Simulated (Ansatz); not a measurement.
Structure: MgI₂ in the fluorite structure, at its r2SCAN minimum. The symmetry is Fm-3m (No. 225, cubic); a = 7.511 Å in the conventional setting, 35.32 Å³ an atom. Mg has 8 I at 3.25 Å; I has 4 Mg at 3.25 Å.

```
CELL_PARAMETERS angstrom
0.00000 3.75572 3.75572
3.75572 0.00000 3.75572
3.75572 3.75572 0.00000
ATOMIC_POSITIONS crystal
Mg 0.00000 0.00000 0.00000
I 0.25000 0.25000 0.25000
I 0.75000 0.75000 0.75000
```

5 runs of Ansatz on this cell differ in the functional (and in the settings that go with it). Levels are in eV from each run's valence top; v1 is the last filled band, c1 the first empty one.

Run A, mean stress -2.1 GPa (compression positive):
```
point     v4     v3     v2     v1    c1    c2
    Γ  -2.97  -1.11  -1.11  -1.11  0.43  3.02
    X  -3.77  -0.50  -0.50   0.00  0.94  3.94
    U  -3.50  -1.24  -1.02  -0.16  1.62  4.78
    L  -2.51  -2.51  -2.27  -2.27  2.57  5.00
    W  -2.45  -2.45  -0.33  -0.20  1.81  4.00
```

Run B, mean stress -0.4 GPa (compression positive):
```
point     v4     v3     v2     v1    c1    c2
    Γ  -3.22  -1.20  -1.20  -1.20  1.43  3.92
    X  -4.07  -0.54  -0.54   0.00  1.82  5.01
    U  -3.78  -1.30  -1.10  -0.17  2.54  5.84
    L  -2.71  -2.70  -2.44  -2.44  3.54  6.03
    W  -2.62  -2.62  -0.36  -0.21  2.74  4.98
```

Run C, mean stress 0.0 GPa (compression positive):
```
point     v4     v3     v2     v1    c1    c2
    Γ  -3.05  -1.15  -1.15  -1.15  1.34  3.55
    X  -3.85  -0.52  -0.52   0.00  1.54  4.80
    U  -3.57  -1.23  -1.05  -0.16  2.26  5.40
    L  -2.56  -2.56  -2.32  -2.32  3.28  5.65
    W  -2.48  -2.48  -0.35  -0.20  2.48  4.52
```

Run D, mean stress -0.2 GPa (compression positive):
```
point     v4     v3     v2     v1    c1    c2
    Γ  -3.15  -1.18  -1.18  -1.18  1.82  4.09
    X  -3.98  -0.54  -0.54   0.00  2.04  5.33
    U  -3.70  -1.27  -1.09  -0.17  2.78  5.96
    L  -2.65  -2.64  -2.40  -2.40  3.83  6.24
    W  -2.57  -2.57  -0.36  -0.21  3.01  5.06
```

Run E, mean stress +0.2 GPa (compression positive):
```
point     v4     v3     v2     v1    c1    c2
    Γ  -2.96  -1.11  -1.11  -1.11  0.61  3.12
    X  -3.74  -0.50  -0.50   0.00  1.08  4.10
    U  -3.47  -1.22  -1.02  -0.16  1.74  4.95
    L  -2.50  -2.50  -2.26  -2.26  2.68  5.09
    W  -2.43  -2.43  -0.33  -0.19  1.92  4.17
```

Question: Match the runs to LDA, PBE, r2SCAN, r2SCANh, HSE06.

Answer: A is LDA, B is HSE06, C is r2SCAN, D is r2SCANh, E is PBE. In order of the gap: LDA 0.43, PBE 0.61, r2SCAN 1.34, HSE06 1.43, r2SCANh 1.82 eV.

Simulation only: spin-unpolarised, and no claim that this is the phase found in nature.

Spin-orbit coupling is left out, which matters wherever the heavy atoms make up the band edges.

The stress of a hybrid is loosely converged in these runs.

The meshes of the hybrids are coarse, so their gaps aren't converged to the digits shown.
